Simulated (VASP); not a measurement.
Here is a VASP 6.6.1 calculation.

The input INCAR:

```
SYSTEM = ZnS
  PREC = Accurate
  ENCUT = 520
  EDIFF = 1E-7
  ISMEAR = 0
  SIGMA = 0.02
  LREAL = Auto
  LASPH = .True.
  NELM = 100
  ALGO = Normal
  ISIF = 2
  LWAVE = .False.
  LCHARG = .False.
  GGA = PE
  NBANDS = 86
```

KPOINTS

```
regular mesh
0
Gamma
  12 12 2
  0 0 0
```

The input POSCAR:

```
ZnS
1.0
    3.8476887871      0.0000000000      0.0000000000
   -1.9238443935      3.3321962354      0.0000000000
    0.0000000000      0.0000000000     25.1591577803
Zn S
8 8
Direct
    0.0000000000      0.0000000000      0.0000277079
    0.0000000000      0.0000000000      0.5000277079
    0.3333333333      0.6666666667      0.1249477571
    0.6666666667      0.3333333333      0.6249477571
    0.3333333333      0.6666666667      0.3751316846
    0.6666666667      0.3333333333      0.8751316846
    0.3333333333      0.6666666667      0.7500394810
    0.6666666667      0.3333333333      0.2500394810
    0.0000000000      0.0000000000      0.0937294558
    0.0000000000      0.0000000000      0.5937294558
    0.3333333333      0.6666666667      0.2186382885
    0.6666666667      0.3333333333      0.7186382885
    0.3333333333      0.6666666667      0.4688022166
    0.6666666667      0.3333333333      0.9688022166
    0.3333333333      0.6666666667      0.8438834086
    0.6666666667      0.3333333333      0.3438834086
```

Potentials or basis: VASP PAW PBE potentials, release 64 (Zn, S).

The run is started by

```console
$ cat potpaw_PBE.64/Zn/POTCAR potpaw_PBE.64/S/POTCAR > POTCAR
$ mpirun -np 1 vasp_std > vasp.out
```

(1) Predict the band gap on the k mesh.

(2) Estimate the pressure.

Results:

(1) 2.04 eV.

(2) 0.4 GPa.

**The experiment to reproduce.**

From a printed reference work, monograph, for a bulk crystal of ZnS at 4 K: band gap 3.911 eV (direct).

Against the measured gap of ZnS, 3.911 eV (direct; 4 K; a printed reference work, monograph), the calculated 2.04 eV is off by -1.87 eV. The value is that of PBE on a finite k mesh, which can miss the band edges, without temperature or zero-point motion. Semilocal functionals fall short of measured gaps as a rule.
